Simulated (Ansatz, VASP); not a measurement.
# Two plane-wave programs on W

```
W
1.0
     2.19976   -4.03301    0.00000
     2.19976    4.03301    0.00000
     0.00000    0.00000    4.32665
W
4
Direct
  0.15951 0.84049 0.05711
  0.65951 0.34049 0.44289
  0.84049 0.15951 0.94289
  0.34049 0.65951 0.55711
```

Alike in both runs: functional r2SCAN; k mesh 6 × 6 × 4; occupations gaussian, width 0.1 eV; no spin polarisation.

Ansatz relaxed the structure, and its values are those at the end. VASP's run is a single point on that final structure, the one shown.

|  | VASP | Ansatz |
| --- | --- | --- |
| version | VASP 6.6.1 | Ansatz 0.2.0 |
| potentials or method | VASP PAW PBE potentials, release 64 (W_sv) | scalar-relativistic, plane waves, PAW |
| plane-wave cutoff (eV) | 520 | 500 |
| valence electrons in the cell | 56 | 56 |

```tsv
	VASP	Ansatz	Ansatz less VASP
gap on the k mesh at the Fermi level (eV)	none	none	-
pressure (GPa)	0.9	0.0	-0.90
rms of the force components (eV/Å)	0.028	0.012	-0.0163
```

A gap of «none» marks a metal or a gap that the smearing closes. The functional is the same, so the differences come from potentials, cutoffs and numerics.

Caveats: the k mesh is coarse (spacing up to 0.36 Å⁻¹), so the values aren't converged; the PAW data sets were made with another functional, which shifts forces and pressure a little (VASP). The runs have no spin-orbit coupling, so splittings on W are missing.
